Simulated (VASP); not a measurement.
Runs of VASP 6.6.1 on C. The cell holds a slab with vacuum, 4 atoms: a = 2.466 Å, b = 2.466 Å, c = 21.902 Å, α = 90.00°, β = 90.00°, γ = 120.00°. 

```tsv
task	level	potentials or basis	cell	k mesh	cutoff (eV)	dipole correction	grid for exact exchange (PRECFOCK)	exchange at q = 0	screening parameter	gap on the mesh (eV)	largest force (eV/Å)	work function (eV)
band structure	PBE+D3(BJ)	VASP PAW PBE potentials, release 64 (C)	P-3m1, 28.83 Å³/atom	15 × 15 × 1	520	yes	-	-	-	-	-	4.28
band structure	PBE0	VASP PAW PBE potentials, release 64 (C)	P-3m1, 28.83 Å³/atom	9 × 9 × 1	520	yes	Fast	truncated	-	0.52	0.04	-
relaxation of cell and atoms	LDA	VASP PAW LDA potentials, release 64 (C)	relaxed	15 × 15 × 1	600	-	-	-	-	none	-	-
band structure	LDA	VASP PAW LDA potentials, release 64 (C)	P-3m1, 28.83 Å³/atom	15 × 15 × 1	520	yes	-	-	-	-	(a)	4.58
band structure	HSE06	VASP PAW PBE potentials, release 64 (C)	P-3m1, 28.83 Å³/atom	9 × 9 × 1	520	yes	Fast	-	0.2 1/A	-	0.04	4.34
band structure	r2SCAN	VASP PAW PBE potentials, release 64 (C)	P-3m1, 28.83 Å³/atom	15 × 15 × 1	520	yes	-	-	-	-	0.02	4.34
relaxation of cell and atoms	PBE+D3(BJ)	VASP PAW PBE potentials, release 64 (C)	relaxed	15 × 15 × 1	600	-	-	-	-	none	-	-
band structure	PBE+D3(BJ)	VASP PAW PBE potentials, release 64 (C)	P-3m1, 28.83 Å³/atom	9 × 9 × 1	520	yes	-	-	-	-	0.02	4.28
```

Alike in all rows: no spin polarisation; smearing gaussian 0.03 eV.

Task: Estimate the missing entries.

Result: (a) 0.01.

Caveats: the PAW data sets were made with another functional, which shifts forces and pressure a little (some runs); the relaxation stopped at its first step, so nothing moved (some runs).

A gap of «none» marks a metal or a gap under the smearing width.
